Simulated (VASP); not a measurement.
# AsH3 in VASP: settings compared

One molecule, AsH3, is run at these levels: RPBE+D3(BJ), optB86b-vdW, rev-vdW-DF2, LDA; tasks: single point.

Everything below comes from runs of VASP 6.6.1. Logs are shortened: lines on timing, memory, paths and dates and some standing lists are left out, and cuts for length are marked.

## 1. The structure

The cell holds a molecule in a box, 4 atoms: a = 12.557 Å, b = 13.057 Å, c = 13.557 Å, α = 90.00°, β = 90.00°, γ = 90.00°.

## 2. Single point, RPBE+D3(BJ)

INCAR reads:

```
SYSTEM = AsH3
PREC = Accurate
ENCUT = 400
EDIFF = 1E-7
ISMEAR = 0
SIGMA = 0.01
LREAL = .FALSE.
LASPH = .TRUE.
NELM = 80
ALGO = Normal
ISIF = 2
LWAVE = .FALSE.
LCHARG = .FALSE.
GGA = RP
IVDW = 12
NBANDS = 12
ISYM = 0
```

KPOINTS reads:

```
Automatic mesh
0
G
  1 1 1
  0 0 0
```

POSCAR reads:

```
AsH3                                    
1.0
   12.5572003111      0.0000000000      0.0000000000
    0.0000000000     13.0572003111      0.0000000000
    0.0000000000      0.0000000000     13.5572003111
  As              H             
     1     3
Selective dynamics
Direct
     0.5242353622000024    0.5072092103999992    0.4572508723000013   F   F   F
     0.5232520820333039    0.4114908037455250    0.5235243882956855   T   T   T
     0.5477478238870046    0.5751597638262167    0.5474368768548691   T   T   T
     0.4038029111756331    0.5213238326008973    0.4734786744177568   T   T   T
```

Potentials or basis: VASP PAW PBE potentials, release 64 (As, H).

Launch:

```sh
> cat potpaw_PBE.64/As/POTCAR potpaw_PBE.64/H/POTCAR > POTCAR
> mpirun -np 4 vasp_gam > vasp.out
```

OUTCAR:

```text
SYSTEM = AsH3
   PREC = Accurate
   ENCUT = 400
   EDIFF = 1E-7
   ISMEAR = 0
   LREAL = .FALSE.
   LASPH = .TRUE.
   NELM = 80
   ISIF = 2
   GGA = RP
   IVDW = 12
   ISYM = 0
 IVDW          = 12

 ion  position               nearest neighbor table
   1  0.524  0.507  0.457-   3 1.54   4 1.54   2 1.54
   2  0.523  0.411  0.524-   1 1.54
   3  0.548  0.575  0.547-   1 1.54
   4  0.404  0.521  0.473-   1 1.54

IMPORTANT INFORMATION: All symmetrisations will be switched off!
NOSYMM: (Re-)initialisation of all symmetry stuff for point group C_1.

----------------------------------------------------------------------------------------

                                     Primitive cell

  volume of cell :    2222.8640

  direct lattice vectors                    reciprocal lattice vectors
    12.557200311  0.000000000  0.000000000     0.079635586  0.000000000  0.000000000
     0.000000000 13.057200311  0.000000000     0.000000000  0.076586096  0.000000000
     0.000000000  0.000000000 13.557200311     0.000000000  0.000000000  0.073761542

  length of vectors
    12.557200311 13.057200311 13.557200311     0.079635586  0.076586096  0.073761542

  position of ions in fractional coordinates (direct lattice)
     0.524235362  0.507209210  0.457250872
     0.523252082  0.411490804  0.523524388
     0.547747824  0.575159764  0.547436877
     0.403802911  0.521323833  0.473478674

  ion indices of the primitive-cell ions
   primitive index   ion index
                 1           1
                 2           2
                 3           3
                 4           4

----------------------------------------------------------------------------------------

 KPOINTS: Automatic mesh

Automatic generation of k-mesh.
 Grid dimensions read from file:
 generate k-points for:    1    1    1

 Generating k-lattice:

  Cartesian coordinates                     Fractional coordinates (reciprocal lattice)
     0.079635586  0.000000000  0.000000000     1.000000000  0.000000000  0.000000000
     0.000000000  0.076586096  0.000000000     0.000000000  1.000000000  0.000000000
     0.000000000  0.000000000  0.073761542     0.000000000  0.000000000  1.000000000

  Length of vectors
     0.079635586  0.076586096  0.073761542

  Shift w.r.t. Gamma in fractional coordinates (k-lattice)
     0.000000000  0.000000000  0.000000000

 Subroutine IBZKPT returns following result:
 ===========================================

 Found      1 irreducible k-points:

 Following reciprocal coordinates:
            Coordinates               Weight
  0.000000  0.000000  0.000000      1.000000
   k-points           NKPTS =      1   k-points in BZ     NKDIM =      1   number of bands    NBANDS=     12
   number of dos      NEDOS =    301   number of ions     NIONS =      4
   total plane-waves  NPLWV = 680400
   dimension x,y,z NGX =    84 NGY =   90 NGZ =   90
   dimension x,y,z NGXF=   168 NGYF=  180 NGZF=  180
   ions per type =               1   3
   NGX,Y,Z   is equivalent  to a cutoff of  11.12, 11.46, 11.04 a.u.
   NGXF,Y,Z  is equivalent  to a cutoff of  22.24, 22.92, 22.07 a.u.
 SYSTEM =  AsH3
   PREC   = accura    normal or accurate (medium, high low for compatibility)
   ISTART =      0    job   : 0-new  1-cont  2-samecut
   ICHARG =      2    charge: 1-file 2-atom 10-const
   ISPIN  =      1    spin polarized calculation?
   LNONCOLLINEAR =      F non collinear calculations
   LSORBIT =      F    spin-orbit coupling
   LASPH  =      T    aspherical Exc in radial PAW
   ENCUT  =  400.0 eV  29.40 Ry    5.42 a.u.  20.48 21.29 22.11*2*pi/ulx,y,z
   NELM   =     80;   NELMIN=  2; NELMDL= -5     # of ELM steps
   EDIFF  = 0.1E-06   stopping-criterion for ELM
   LREAL  =      F    real-space projection
   EDIFFG = 0.1E-05   stopping-criterion for IOM
   NSW    =      0    number of steps for IOM
   IBRION =     -1    ionic relax: 0-MD 1-quasi-New 2-CG
   NFREE  =      0    steps in history (QN), initial steepest desc. (CG)
   ISIF   =      2    stress and relaxation
   ISYM   =      0    0-nonsym 1-usesym 2-fastsym
   POTIM  = 0.5000    time-step for ionic-motion
   TEBEG  =    0.0;   TEEND  =   0.0 temperature during run
   PSTRESS=    0.0 pullay stress
   NELECT =       8.0000    total number of electrons
   NUPDOWN=      -1.0000    fix difference up-down
   EMIN   =  10.00;   EMAX   =-10.00  energy-range for DOS
   EFERMI =   0.00;   METHOD = LEGACY
   ISMEAR =     0;   SIGMA  =   0.01  broadening in eV -4-tet -1-fermi 0-gaus
   EFERMI_NEDOS =   21; number of points for ismear=-14 and -15
   IALGO  =     38    algorithm
   IMIX   =      4    mixing-type and parameters
     AMIX     =   0.40;   BMIX     =  1.00
     AMIX_MAG =   1.60;   BMIX_MAG =  1.00
  volume/ion in A,a.u.               =     555.72      3750.16
  Fermi-wavevector in a.u.,A,eV,Ry     =   0.250881  0.474096  0.856366  0.062941
  Thomas-Fermi vector in A             =   1.068040
   LORBIT       =      0    0 simple, 1 ext, 2 COOP (PROOUT), +10 PAW based schemes
   GGA     = RP    functional components
   LHFCALC =     F    Hartree Fock is set to
   AEXX    =    0.0000 exact exchange contribution
   IVDW    =    12    specifies the selected vdW correction
   LEPSILON=     F    determine dielectric tensor
   LRPA    =     F    only Hartree local field effects (RPA)
 non-spin polarized calculation
 Gauss-broadening in eV      SIGMA  =   0.01
  energy-cutoff  :      400.00
  volume of cell :     2222.86
 maximum number of plane-waves:     20182
 NGX is ok and might be reduce to    84
   NGX = 41   NGY = 43   NGZ = 45

 number of electron       8.0000000 magnetization

 Free energy of the ion-electron system (eV)
  ---------------------------------------------------
  ext. energy  EPLUGINS =         0.00000000
  ---------------------------------------------------
  free energy    TOTEN  =       -14.46522293 eV

  energy without entropy =      -14.46522293  energy(sigma->0) =      -14.46522293

 E-fermi :  -6.6698     XC(G=0):  -0.4671

 val. band max:       -6.7685532541   @ k =   0.0000   0.0000   0.0000
 cond. band min:      -0.8485863514   @ k =   0.0000   0.0000   0.0000
 fundamental gap:      5.9199669027
 Fermi energy:        -6.6697802253

 k-point     1 :       0.0000    0.0000    0.0000
  band No.  band energies     occupation
      1     -15.8985      2.00000
      2      -8.6965      2.00000
      3      -8.6964      2.00000
      4      -6.7686      2.00000
      5      -0.8486      0.00000
      6      -0.4124      0.00000
      7      -0.3994      0.00000
      8       0.3428      0.00000
      9       0.5317      0.00000
     10       0.5443      0.00000
     11       0.6158      0.00000
     12       0.7161      0.00000

------------------------ aborting loop because EDIFF is reached ----------------------------------------

 Edisp (eV)   -0.28865

 E8    (eV) :    -0.1422

  FORCE on cell =-STRESS in cart. coord.  units (eV):
  Direction    XX          YY          ZZ          XY          YZ          ZX
  --------------------------------------------------------------------------------------
  -------------------------------------------------------------------------------------
  Total      -0.10573    -0.08328    -0.16799    -0.00333     0.00715     0.04540
  in kB      -0.07620    -0.06003    -0.12108    -0.00240     0.00516     0.03273
  external pressure =       -0.09 kB  Pullay stress =        0.00 kB

 VOLUME and BASIS-vectors are now :
 -----------------------------------------------------------------------------
  energy-cutoff  :      400.00
  volume of cell :     2222.86
      direct lattice vectors                 reciprocal lattice vectors
    12.557200311  0.000000000  0.000000000     0.079635586  0.000000000  0.000000000
     0.000000000 13.057200311  0.000000000     0.000000000  0.076586096  0.000000000
     0.000000000  0.000000000 13.557200311     0.000000000  0.000000000  0.073761542

 POSITION                                       TOTAL-FORCE (eV/Angst)
 -----------------------------------------------------------------------------------
      6.58293      6.62273      6.19904        -0.014879     -0.002772      0.028116
      6.57058      5.37292      7.09752         0.019026     -0.041414     -0.005317
      6.87818      7.50998      7.42171         0.030183      0.034755      0.006630
      5.07063      6.80703      6.41905        -0.034330      0.009431     -0.029429
 -----------------------------------------------------------------------------------
    total drift:                                0.000028      0.000014      0.000297

  FREE ENERGIE OF THE ION-ELECTRON SYSTEM (eV)
  ---------------------------------------------------
  free  energy   TOTEN  =       -14.7538753231 eV

  energy  without entropy=      -14.7538753231  energy(sigma->0) =      -14.75387532
```

Wall time 23 s (4 MPI ranks of Intel Xeon Platinum 8488C (Sapphire Rapids), shared host); peak memory 0.43 GiB.

What came out:

* Free energy: -14.7539 eV
* Largest force: 0.047 eV/Å
* Gap between the frontier levels: 5.92 eV
* Dispersion energy per atom: -0.072 eV

Forces in eV/Å, atoms in the order of the input:
```
As  -0.015 -0.003  0.028
H    0.019 -0.041 -0.005
H    0.030  0.035  0.007
H   -0.034  0.009 -0.029
```

Levels at points of the mesh, in eV from the valence-band top:
```
           k point  band 2  band 3  band 4  band 5  band 6  band 7
(0.00, 0.00, 0.00)   -1.93   -1.93    0.00    5.92    6.36    6.37
```

Caveat: the PAW data sets were made with another functional, which shifts forces and pressure a little. Expect the measured gap to be larger: semilocal functionals such as RPBE lack the derivative discontinuity.

## 3. Single point, optB86b-vdW

Edit INCAR of step 2 so:

```diff
@@ -13,4 +13,7 @@
 LCHARG = .FALSE.
-GGA = RP
-IVDW = 12
+GGA = MK
+LUSE_VDW = .TRUE.
+AGGAC = 0.0
+PARAM1 = 0.1234
+PARAM2 = 1.0
 NBANDS = 12
```

KPOINTS is that of step 2.

POSCAR is that of step 2.

Potentials or basis: VASP PAW PBE potentials, release 64 (As, H).

Launch:

```sh
> cat potpaw_PBE.64/As/POTCAR potpaw_PBE.64/H/POTCAR > POTCAR
> mpirun -np 4 vasp_gam > vasp.out
```

OUTCAR:

```text
SYSTEM = AsH3
   PREC = Accurate
   ENCUT = 400
   EDIFF = 1E-7
   ISMEAR = 0
   LREAL = .FALSE.
   LASPH = .TRUE.
   NELM = 80
   ISIF = 2
   GGA = MK
   ISYM = 0

 ion  position               nearest neighbor table
   1  0.524  0.507  0.457-   3 1.54   4 1.54   2 1.54
   2  0.523  0.411  0.524-   1 1.54
   3  0.548  0.575  0.547-   1 1.54
   4  0.404  0.521  0.473-   1 1.54

IMPORTANT INFORMATION: All symmetrisations will be switched off!
NOSYMM: (Re-)initialisation of all symmetry stuff for point group C_1.

----------------------------------------------------------------------------------------

                                     Primitive cell

  volume of cell :    2222.8640

  direct lattice vectors                    reciprocal lattice vectors
    12.557200311  0.000000000  0.000000000     0.079635586  0.000000000  0.000000000
     0.000000000 13.057200311  0.000000000     0.000000000  0.076586096  0.000000000
     0.000000000  0.000000000 13.557200311     0.000000000  0.000000000  0.073761542

  length of vectors
    12.557200311 13.057200311 13.557200311     0.079635586  0.076586096  0.073761542

  position of ions in fractional coordinates (direct lattice)
     0.524235362  0.507209210  0.457250872
     0.523252082  0.411490804  0.523524388
     0.547747824  0.575159764  0.547436877
     0.403802911  0.521323833  0.473478674

  ion indices of the primitive-cell ions
   primitive index   ion index
                 1           1
                 2           2
                 3           3
                 4           4

----------------------------------------------------------------------------------------

 KPOINTS: Automatic mesh

Automatic generation of k-mesh.
 Grid dimensions read from file:
 generate k-points for:    1    1    1

 Generating k-lattice:

[... 60 lines left out ...]
  Thomas-Fermi vector in A             =   1.068040
   LORBIT       =      0    0 simple, 1 ext, 2 COOP (PROOUT), +10 PAW based schemes
   GGA     = MK    functional components
   LHFCALC =     F    Hartree Fock is set to
   AEXX    =    0.0000 exact exchange contribution
   IVDW_NL    =     1    kernel type
   BPARAM     = 6.3000
   IVDW    =     0    specifies the selected vdW correction
   LEPSILON=     F    determine dielectric tensor
   LRPA    =     F    only Hartree local field effects (RPA)
 non-spin polarized calculation
 Gauss-broadening in eV      SIGMA  =   0.01
  energy-cutoff  :      400.00
  volume of cell :     2222.86
 maximum number of plane-waves:     20182
 NGX is ok and might be reduce to    84
   NGX = 41   NGY = 43   NGZ = 45

 number of electron       8.0000000 magnetization

 Free energy of the ion-electron system (eV)
  ---------------------------------------------------
  ext. energy  EPLUGINS =         0.00000000
  ---------------------------------------------------
  free energy    TOTEN  =       -12.31467154 eV

  energy without entropy =      -12.31467154  energy(sigma->0) =      -12.31467154

 E-fermi :  -6.7716     XC(G=0):  -0.6645

 val. band max:       -6.8214540068   @ k =   0.0000   0.0000   0.0000
 cond. band min:      -1.0156232174   @ k =   0.0000   0.0000   0.0000
 fundamental gap:      5.8058307894
 Fermi energy:        -6.7715938310

 k-point     1 :       0.0000    0.0000    0.0000
  band No.  band energies     occupation
      1     -15.9726      2.00000
      2      -8.7234      2.00000
      3      -8.7234      2.00000
      4      -6.8215      2.00000
      5      -1.0156      0.00000
      6      -0.5113      0.00000
      7      -0.4904      0.00000
      8       0.2002      0.00000
      9       0.3088      0.00000
     10       0.3162      0.00000
     11       0.3919      0.00000
     12       0.4700      0.00000

------------------------ aborting loop because EDIFF is reached ----------------------------------------

  FORCE on cell =-STRESS in cart. coord.  units (eV):
  Direction    XX          YY          ZZ          XY          YZ          ZX
  --------------------------------------------------------------------------------------
  -------------------------------------------------------------------------------------
  Total       -0.1202011     -0.0965304     -0.1858757     -0.0035031      0.0074894      0.0478593
  in kB       -0.0866375     -0.0695763     -0.1339739     -0.0025249      0.0053982      0.0344956
  external PRESSURE =      -0.0967293 kB  Pullay stress =       0.0000000 kB

 VOLUME and BASIS-vectors are now :
 -----------------------------------------------------------------------------
  energy-cutoff  :      400.00
  volume of cell :     2222.86
      direct lattice vectors                 reciprocal lattice vectors
    12.557200311  0.000000000  0.000000000     0.079635586  0.000000000  0.000000000
     0.000000000 13.057200311  0.000000000     0.000000000  0.076586096  0.000000000
     0.000000000  0.000000000 13.557200311     0.000000000  0.000000000  0.073761542

 POSITION                                       TOTAL-FORCE (eV/Angst)
 -----------------------------------------------------------------------------------
      6.58293      6.62273      6.19904        -0.020107     -0.003608      0.037970
      6.57058      5.37292      7.09752         0.020139     -0.039246     -0.008824
      6.87818      7.50998      7.42171         0.030761      0.033507      0.002700
      5.07063      6.80703      6.41905        -0.030794      0.009348     -0.031845
 -----------------------------------------------------------------------------------
    total drift:                                0.000058     -0.000038      0.000102

  FREE ENERGIE OF THE ION-ELECTRON SYSTEM (eV)
  ---------------------------------------------------
  free  energy   TOTEN  =       -12.3146715450 eV

  energy  without entropy=      -12.3146715450  energy(sigma->0) =      -12.31467154

Total vdW correction in eV:      2.3325235
```

OSZICAR:

```text
N       E                     dE             d eps       ncg     rms          rms(c)
DAV:   1     0.576950020393E+02    0.57695E+02   -0.11904E+03    24   0.252E+02
DAV:   2     0.657141319472E+01   -0.51124E+02   -0.50475E+02    44   0.350E+01
DAV:   3    -0.119691089995E+02   -0.18541E+02   -0.18498E+02    28   0.430E+01
[... 17 lines left out ...]
DAV:  21    -0.123146693576E+02   -0.42935E-05   -0.15548E-07    24   0.162E-03    0.301E-04
DAV:  22    -0.123146710100E+02   -0.16524E-05   -0.32127E-08    24   0.899E-04    0.888E-05
DAV:  23    -0.123146712171E+02   -0.20703E-06   -0.28075E-09    36   0.314E-04    0.507E-05
DAV:  24    -0.123146714558E+02   -0.23873E-06   -0.76987E-09    24   0.490E-04    0.168E-05
DAV:  25    -0.123146715450E+02   -0.89180E-07   -0.14527E-09    24   0.258E-04
   1 F= -.12314672E+02 E0= -.12314672E+02  d E =-.900955E-13
```

Wall time 4.5 min (4 MPI ranks of Intel Xeon Platinum 8488C (Sapphire Rapids), shared host); peak memory 1.2 GiB.

What came out:

```
Free energy                     : -12.3147 eV
Largest force                   : 0.046 eV/Å
Gap between the frontier levels : 5.81 eV
```

Forces in eV/Å, atoms in the order of the input:
```
As  -0.020 -0.004  0.038
H    0.020 -0.039 -0.009
H    0.031  0.034  0.003
H   -0.031  0.009 -0.032
```

Caveat: the PAW data sets were made with another functional, which shifts forces and pressure a little.

## 4. Single point, rev-vdW-DF2

Edit INCAR of step 3 so:

```diff
@@ -17,3 +17,4 @@
 PARAM1 = 0.1234
-PARAM2 = 1.0
+PARAM2 = 0.711357
+ZAB_VDW = -1.8867
 NBANDS = 12
```

KPOINTS is that of step 3.

POSCAR is that of step 3.

Launch:

```sh
> cat potpaw_PBE.64/As/POTCAR potpaw_PBE.64/H/POTCAR > POTCAR
> mpirun -np 4 vasp_gam > vasp.out
```

Wall time 4.7 min (4 MPI ranks of Intel Xeon Platinum 8488C (Sapphire Rapids), shared host); peak memory 1.2 GiB.

The run converged. Its results:

```yaml
Free_energy: -12.5820 eV
Largest_force: 0.048 eV/Å
Gap_between_the_frontier_levels: 5.82 eV
```

Forces in eV/Å, atoms in the order of the input:
```
As  -0.022 -0.004  0.042
H    0.021 -0.041 -0.010
H    0.032  0.035  0.002
H   -0.032  0.010 -0.034
```

Levels at points of the mesh, in eV from the valence-band top:
```csv
k point,band 2,band 3,band 4,band 5,band 6,band 7
"(0.00, 0.00, 0.00)",-1.90,-1.90,0.00,5.82,6.30,6.32
```

Caveat: the PAW data sets were made with another functional, which shifts forces and pressure a little.

## 5. Single point, LDA

Edit INCAR of step 4 so:

```diff
@@ -13,8 +13,3 @@
 LCHARG = .FALSE.
-GGA = MK
-LUSE_VDW = .TRUE.
-AGGAC = 0.0
-PARAM1 = 0.1234
-PARAM2 = 0.711357
-ZAB_VDW = -1.8867
+GGA = CA
 NBANDS = 12
```

KPOINTS is that of step 4.

POSCAR is that of step 4.

Potentials or basis: VASP PAW LDA potentials, release 64 (As, H).

Launch:

```sh
> cat potpaw_LDA.64/As/POTCAR potpaw_LDA.64/H/POTCAR > POTCAR
> mpirun -np 4 vasp_gam > vasp.out
```

It took 11 s on 4 MPI ranks of Intel Xeon Platinum 8488C (Sapphire Rapids), shared host; peak memory 0.33 GiB.

Results (log left out):

| Item | Value |
| --- | --- |
| Free energy | -14.8758 eV |
| Largest force | 0.192 eV/Å |
| Gap between the frontier levels | 6.03 eV |

Forces in eV/Å, atoms in the order of the input:
```
As  -0.089 -0.014  0.169
H    0.001  0.089 -0.065
H   -0.020 -0.063 -0.087
H    0.108 -0.013 -0.017
```

Levels at points of the mesh, in eV from the valence-band top:
```csv
k point,band 1,band 2,band 3,band 4,band 5,band 6,band 7,band 8
"(0.00, 0.00, 0.00)",-9.23,-1.88,-1.88,0.00,6.03,6.38,6.39,7.20
```

## 6. Summary

```tsv
level	potentials or basis	gap on the mesh (eV)	largest force (eV/Å)
RPBE+D3(BJ)	VASP PAW PBE potentials, release 64 (As, H)	5.92	0.05
optB86b-vdW	VASP PAW PBE potentials, release 64 (As, H)	5.81	0.05
rev-vdW-DF2	VASP PAW PBE potentials, release 64 (As, H)	5.82	0.05
LDA	VASP PAW LDA potentials, release 64 (As, H)	6.03	0.19
```

Alike in all rows: task single point; no spin polarisation; cell as given; k mesh 1 × 1 × 1; cutoff (eV) 400; smearing gaussian 0.01 eV.

Caveats: the PAW data sets were made with another functional, which shifts forces and pressure a little (some runs).

Absolute energies hang on the potentials; compare differences alone.
